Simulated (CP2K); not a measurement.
Runs of CP2K 2026.2 on ZnSe (Stilleite). It takes space group F-43m (No. 216, cubic). The conventional cell has a = 5.668 Å, b = 5.668 Å, c = 5.668 Å, α = 90.00°, β = 90.00°, γ = 90.00°. Se (site symmetry -43m) is surrounded by 4 Zn at 2.45 Å. Zn (site symmetry -43m) has 4 Se at 2.45 Å as nearest neighbours. 

```tsv
level	potentials or basis	smearing	NGRIDS	points a segment of the path (NPOINTS)	bands added on the path	CUTOFF of the grids	gap on the mesh (eV)	pressure (GPa)
r2SCAN	POTENTIAL_UZH Se GTH-SCAN-q6, Zn GTH-SCAN-q12; TZVP-MOLOPT-SCAN-GTH basis	fermi-dirac 0.0259 eV	4	10	4	675 Ry	1.68	-0.3
LDA	GTH_POTENTIALS Se GTH-PADE-q6, Zn GTH-PADE-q12; TZVP-MOLOPT-PBE-GTH basis	fermi-dirac 0.01 eV	5	6	2	450 Ry	(b)	-3.2
TB-mBJ	POTENTIAL_UZH Se GTH-PBE-q6, Zn GTH-PBE-q12; TZVP-MOLOPT-PBE-GTH basis	fermi-dirac 0.1 eV	5	6	6	675 Ry	1.00	-
PBEsol	POTENTIAL_UZH Se GTH-PBE-q6, Zn GTH-PBE-q12; TZVP-MOLOPT-PBE-GTH basis	fermi-dirac 0.0259 eV	4	6	4	450 Ry	(a)	0.0
```

Alike in all rows: task band structure; no spin polarisation; cell as given; k mesh 8 × 8 × 8.

Task: Fill in the values left out.

Result: (a) 1.08; (b) 0.99.

Caveats: the basis of atomic orbitals isn't converged, which shifts pressures, moduli and gaps; the potentials were made for another functional, which shifts forces and pressure (some runs); this is a model potential without an energy functional, so only levels have meaning (some runs).

A k mesh can miss the band edges, and the runs leave out spin-orbit coupling on Se.
